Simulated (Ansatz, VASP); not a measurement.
**Two plane-wave programs on TiPbO4**

```xyz
12
Lattice="0.0000 5.0239 0.0000 5.0239 0.0000 0.0000 2.5119 2.5119 -5.4955" Properties=species:S:1:pos:R:3 pbc="T T T"
Pb    5.0239    3.7679   -1.3739
Pb    2.5119    3.7679   -4.1216
Ti    5.0239    6.2798   -4.1216
Ti    2.5119    1.2560   -1.3739
O     3.7473    5.2995   -5.0404
O     3.4923    5.0033   -2.2926
O     6.3004    7.2602   -5.0404
O     1.5316    2.5325   -2.2926
O     3.7884    2.2363   -0.4551
O     4.0435    2.5325   -3.2029
O     1.2354    0.2756   -0.4551
O     6.0042    5.0033   -3.2029
```

The cell was built by a generator and needn't be a form met in nature.

Alike in both runs: functional r2SCAN; k mesh 4 × 4 × 4; no spin polarisation.

Ansatz relaxed the structure, and its values are those at the end. VASP's run is a single point on that final structure, the one shown.

|  | VASP | Ansatz |
| --- | --- | --- |
| version | VASP 6.6.1 | Ansatz 0.2.0 |
| potentials or method | VASP PAW PBE potentials, release 64 (Pb_d, Ti_sv, O) | PAW plane waves |
| plane-wave cutoff (eV) | 520 | 500 |
| occupations | fermi-dirac, width 0.1 eV | fermi-dirac |
| valence electrons in the cell | 100 | 100 |

VASP gave:

| Property | Result |
| --- | --- |
| pressure (GPa) | 1.3 |
| rms of the force components (eV/Å) | 0.039 |

**Question.** Estimate Ansatz's values.

**Answer.** Pressure (GPa): 0.0; rms of the force components (eV/Å): 0.002.

Ansatz warned: «structure_snapped_to_symmetry».

Caveats: the PAW data sets were made with another functional, which shifts forces and pressure a little (VASP). A k mesh can miss the band edges.
